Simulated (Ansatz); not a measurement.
# HfO2: the cost of one run

Computed with Ansatz 0.2.0 (DFT r2SCAN, scalar-relativistic, plane waves, PAW, unless a step's input says otherwise).

2 further runs of the same task are left out: 2 set aside as unsound or not needed. Runs told in other sessions of the task aren't counted.

## (1) The system as given

Symmetry: P4_2/nmc, No. 137, tetragonal system. Conventional cell: a = 3.577 Å, b = 3.577 Å, c = 5.203 Å, α = 90.00°, β = 90.00°, γ = 90.00°. Hf (site symmetry -4m2) is surrounded by 4 O at 2.06 Å. Around O (site symmetry 2mm) lie 2 Hf at 2.06 Å.

As a file:

```cif
data_structure
_symmetry_space_group_name_H-M 'P 1'
_symmetry_Int_Tables_number 1
_cell_length_a 3.5768
_cell_length_b 3.5768
_cell_length_c 10.4053
_cell_angle_alpha 90.000
_cell_angle_beta 90.000
_cell_angle_gamma 90.000
_cell_volume 133.12
loop_
_atom_site_label
_atom_site_type_symbol
_atom_site_fract_x
_atom_site_fract_y
_atom_site_fract_z
_atom_site_occupancy
Hf1 Hf 0.50000 0.50000 0.25000 1
Hf2 Hf 0.50000 0.50000 0.75000 1
Hf3 Hf 0.00000 0.00000 0.00000 1
Hf4 Hf 0.00000 0.00000 0.50000 1
O1 O 0.00000 0.50000 0.34808 1
O2 O 0.00000 0.50000 0.84808 1
O3 O 0.50000 0.00000 0.40192 1
O4 O 0.50000 0.00000 0.90192 1
O5 O 0.50000 0.00000 0.15192 1
O6 O 0.50000 0.00000 0.65192 1
O7 O 0.00000 0.50000 0.09808 1
O8 O 0.00000 0.50000 0.59808 1
```

It goes back to an entry of the Materials Project, which need not be the stable form.

It is built from the cell relaxed beforehand with the same method (11.09 Å³/atom).

## (2) The reference cell

The cell is repeated 2 times, 12 atoms in all. Reference values: F = -67505.1606 eV; pressure -0.01 GPa; largest force 0.000 eV/Å; gap on the mesh 5.26 eV. It was computed beforehand with the settings of the runs below.

## (3) The scan: sliding across a plane

The cut lies on the cell's a–b face, a (0 0 1) plane of area 12.79 Å², between layers 1.02 Å apart (Hf below, O above); the cell is 10.4 Å thick. Vector c is tilted by f times 1·a + 0·b (length 3.577 Å) with the atoms' Cartesian places fixed: one unrelaxed fault per cell.

## (4) f = 0.200

input.yaml

```yaml
crystal:
  lattice:
    - [-3.5768243314, 0.0, 0.0]
    - [0.0, -3.5768243314, 0.0]
    - [-0.7153648663, 0.0, 10.4053479013]
  atoms:
    - { symbol: Hf, position: [0.30981, 0.5, 0.95095] }
    - { symbol: Hf, position: [0.40981, 0.5, 0.45095] }
    - { symbol: Hf, position: [0.85981, 1.0, 0.70095] }
    - { symbol: Hf, position: [0.95981, 1.0, 0.20095] }
    - { symbol: O, position: [0.9901936465, 0.5, 0.0490317675] }
    - { symbol: O, position: [0.8901936465, 0.5, 0.5490317675] }
    - { symbol: O, position: [0.4794263535, 0.0, 0.1028682325] }
    - { symbol: O, position: [0.3794263535, 0.0, 0.6028682325] }
    - { symbol: O, position: [0.3294263535, 1.0, 0.8528682325] }
    - { symbol: O, position: [0.4294263535, 1.0, 0.3528682325] }
    - { symbol: O, position: [-0.1598063535, 0.5, 0.7990317675] }
    - { symbol: O, position: [-0.0598063535, 0.5, 0.2990317675] }
basis:
  ecutwfc: 500
kpoints:
  mp_grid: { grid: [6, 6, 3] }
hamiltonian:
  xc: r2scan
scf:
  occupations: { method: gaussian, width: 0.05 }
output:
  forces: true
  stress: true
  eigenvalues: true
```

Run with:

```bash
ansatz run input.yaml --threads 2 --pin off --max-ram 5120MiB --backend cpu --events-out ev --progress --plain --runs-dir out
```

Q: Estimate wall time and peak memory on 2 threads of Oxide Virtual Turin-like (Zen 5), shared host.

About 36 s, with a peak of 0.94 GiB.
